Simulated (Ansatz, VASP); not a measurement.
Two plane-wave programs on Mg

```xyz
2
Lattice="3.2062 0.0000 0.0000 -1.6031 2.7767 0.0000 0.0000 0.0000 5.0835" Properties=species:S:1:pos:R:3 pbc="T T T"
Mg    1.6031    0.9256    1.2709
Mg    0.0000    1.8511    3.8126
```

Alike in both runs: functional PBEsol; k mesh 12 × 12 × 7; occupations gaussian, width 0.1 eV; no spin polarisation.

Ansatz relaxed the structure, and its values are those at the end. VASP's run is a single point on that final structure, the one shown.

|  | VASP | Ansatz |
| --- | --- | --- |
| version | VASP 6.6.1 | Ansatz 0.2.0 |
| potentials or method | VASP PAW PBE potentials, release 64 (Mg) | scalar-relativistic, plane waves, PAW |
| plane-wave cutoff (eV) | 520 | 420 |
| valence electrons in the cell | 4 | 20 |

|  | VASP | Ansatz | Ansatz less VASP |
| --- | --- | --- | --- |
| gap on the k mesh at the Fermi level (eV) | none | none | - |
| pressure (GPa) | -0.3 | -0.2 | +0.05 |

A gap of «none» marks a metal or a gap that the smearing closes. The functional is the same, so the differences come from potentials, cutoffs and numerics. The two sets of potentials don't hold the same shells in valence.

Caveats: the PAW data sets were made with another functional, which shifts forces and pressure a little (VASP).
